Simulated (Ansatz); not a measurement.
V:

```
V
1.0
    -1.51435    1.51435    1.51435
     1.51435   -1.51435    1.51435
     1.51435    1.51435   -1.51435
V
1
Direct
  0.00000 0.00000 0.00000
```

| Quantity | Value |
| --- | --- |
| Program | Ansatz 0.2.0 |
| Task | relaxation of cell and atoms |
| Functional | PBEsol |
| Potentials or basis | all-electron LAPW, scalar-relativistic |
| Basis error allowed | 0.001 eV/atom |
| k mesh | 12 × 12 × 12 |
| Occupations | fermi-dirac, width 0.05 eV |
| Spin | collinear spin, ferromagnetic start |
| Starting moments | [2.0] μB |

At the start: volume 13.89 Å³/atom.

Problem. Where does the relaxation end?

Solution. Over 5 steps the energy falls by 37.9 meV/atom and the volume is 12.94 Å³/atom (-6.9 %); space group Im-3m (No. 229, to 0.05 Å); moment 0.00 μB per cell.

Step by step:
```
step  energy change (eV)  largest force (eV/Å)  volume (Å³)
   1              0.0000                0.0000        13.89
   2             -0.0369                0.0000        12.79
   3             -0.0379                0.0000        12.95
   4             -0.0379                0.0000        12.94
   5             -0.0379                0.0000        12.94
```

Final structure:
```
CELL_PARAMETERS angstrom
-1.47886 1.47886 1.47886
1.47886 -1.47886 1.47886
1.47886 1.47886 -1.47886
ATOMIC_POSITIONS crystal
V 0.00000 0.00000 0.00000
```

Caveat: the starting moments weren't kept.
